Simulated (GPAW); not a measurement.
As, 2 atoms in the cell. The structure is trigonal, space group R-3m (No. 166). The conventional cell has a = 3.762 Å, b = 3.762 Å, c = 10.542 Å, α = 90.00°, β = 90.00°, γ = 120.00°. As (site symmetry 3m) is surrounded by 3 As at 2.51 Å. 

- Program: GPAW 26.7.0
- Task: single point
- Functional: PBEsol
- Potentials or basis: PAW data sets generated in the run's folder for this functional
- Cutoff: 600 eV
- Basis: pw
- k mesh: 9 × 9 × 9
- Occupations: fermi-dirac, width 0.05 eV
- Spin: no spin polarisation
- Maxiter: 150

Potentials or basis: PAW data sets generated in the run's folder for this functional, pw.

Run with:

```bash
$ gpaw-setup -f PBEsol As
$ OMP_NUM_THREADS=1 python run.py
```

Hardware: 1 thread of Arm Neoverse V2, on a shared host.

Q: How long does it take, and how much memory?

A: Wall time 24 s on 1 thread of Arm Neoverse V2 (shared host), peak memory 0.18 GiB. Counts: scf iterations 8, plane waves 1461, bands 13, k points 85.
